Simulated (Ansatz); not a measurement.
# HgTe in Ansatz: the effect of functional

Crystal: HgTe.

```
Hg Te
1.0
     0.00000    3.22185    3.22185
     3.22185    0.00000    3.22185
     3.22185    3.22185    0.00000
Hg Te
1 1
Cartesian
  0.0000 0.0000 0.0000
  3.2218 3.2218 3.2218
```

Measurements of this composition are mostly on another form, of space group No. 216.

The cell isn't the ideal one: volume scaled by 1.04.

Alike in all runs:

* Program: Ansatz 0.2.0
* Task: single point
* Potentials or basis: Ansatz PAW
* k mesh: 7 × 7 × 7
* Occupations: fermi-dirac, width 0.05 eV
* Spin: no spin polarisation

```tsv
functional	cutoff	pressure (GPa)
LDA	420 eV (not typed: the program's choice for these potentials)	?
PBEsol	420 eV (not typed: the program's choice for these potentials)	-7.1
r2SCAN	500 eV (not typed: the program's choice for these potentials)	-5.8
```

Task: What does the run with functional LDA give?

Result: Pressure -8.4 GPa.

Caveats: the PAW data sets come from PBE, with cores solved anew for the run's functional, which leaves a small shift of forces and pressure.

Runs at the PBE level aren't shown here.
